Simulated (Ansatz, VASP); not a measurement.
# Two plane-wave programs on ZnS

```xyz
2
Lattice="0.0000 2.4950 2.4950 2.4950 0.0000 2.4950 2.4950 2.4950 0.0000" Properties=species:S:1:pos:R:3 pbc="T T T"
Zn    0.0000    0.0000    0.0000
S     1.2475    1.2475    1.2475
```

Alike in both runs: task single point; functional r2SCAN; k mesh 8 × 8 × 8; occupations gaussian, width 0.02 eV; no spin polarisation.

|  | VASP | Ansatz |
| --- | --- | --- |
| version | VASP 6.6.1 | Ansatz 0.2.0 |
| potentials or method | VASP PAW PBE potentials, release 64 (Zn, S) | scalar-relativistic, plane waves, PAW |
| plane-wave cutoff (eV) | 520 | 500 |
| valence electrons in the cell | 18 | 18 |

|  | VASP | Ansatz | Ansatz less VASP |
| --- | --- | --- | --- |
| gap on the k mesh at the Fermi level (eV) | 3.08 | 3.08 | -0.006 |
| least direct gap on the mesh (eV) | 3.86 | 3.82 | -0.037 |

 A k mesh can miss the band edges. r2SCAN opens gaps a little over a GGA but as a rule still falls short of measured ones.
